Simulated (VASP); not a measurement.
Crystal: SnO2 (Cassiterite).

```
Sn O
1.0
     4.73800    0.00000    0.00000
     0.00000    4.73800    0.00000
     0.00000    0.00000    3.18650
Sn O
2 4
Direct
  0.50000 0.50000 0.50000
  0.00000 0.00000 0.00000
  0.80710 0.19290 0.50000
  0.69290 0.69290 0.00000
  0.19290 0.80710 0.50000
  0.30710 0.30710 0.00000
```

* Program: VASP 6.6.1
* Task: relaxation of cell and atoms
* Functional: vdW-DF2
* Potentials or basis: VASP PAW PBE potentials, release 64 (Sn_d, O)
* Cutoff: 600 eV
* k mesh: 6 × 6 × 8
* Occupations: fermi-dirac, width 0.05 eV
* Spin: no spin polarisation

At the start: pressure 21.3 GPa; volume 11.92 Å³/atom.

Problem. Where does the relaxation end?

Solution. Over 14 steps the energy falls by 78.6 meV/atom and the volume is 13.22 Å³/atom (+10.9 %); space group P4_2/mnm (No. 136, to 0.05 Å).

The path:
```csv
step,energy change (eV),largest force (eV/Å),pressure (GPa),volume (Å³)
1,0.0000,0.4694,21.31,71.53
2,0.0631,0.4580,-14.02,89.22
3,-0.4674,0.1493,-0.20,79.25
4,-0.4677,0.1408,0.15,79.09
5,-0.4676,0.1327,0.46,78.93
6,-0.4713,0.0199,0.25,79.15
7,-0.4716,0.0180,0.19,79.23
8,-0.4716,0.0206,0.18,79.24
9,-0.4717,0.0002,-0.16,79.41
10,-0.4717,0.0071,-0.02,79.35
11,-0.4717,0.0058,-0.05,79.36
12,-0.4717,0.0064,-0.07,79.35
13,-0.4717,0.0068,-0.06,79.35
14,-0.4717,0.0031,-0.01,79.34
```

Final structure:
```cif
data_structure
_symmetry_space_group_name_H-M 'P 1'
_symmetry_Int_Tables_number 1
_cell_length_a 4.8995
_cell_length_b 4.8995
_cell_length_c 3.3049
_cell_angle_alpha 90.000
_cell_angle_beta 90.000
_cell_angle_gamma 90.000
_cell_volume 79.34
loop_
_atom_site_label
_atom_site_type_symbol
_atom_site_fract_x
_atom_site_fract_y
_atom_site_fract_z
_atom_site_occupancy
Sn1 Sn 0.50000 0.50000 0.50000 1
Sn2 Sn 0.00000 0.00000 0.00000 1
O1 O 0.80653 0.19347 0.50000 1
O2 O 0.69347 0.69347 0.00000 1
O3 O 0.19347 0.80653 0.50000 1
O4 O 0.30653 0.30653 0.00000 1
```

Caveat: the PAW data sets were made with another functional, which shifts forces and pressure a little; the volume moved by +11 % from the deposited cell, more than functionals usually miss.
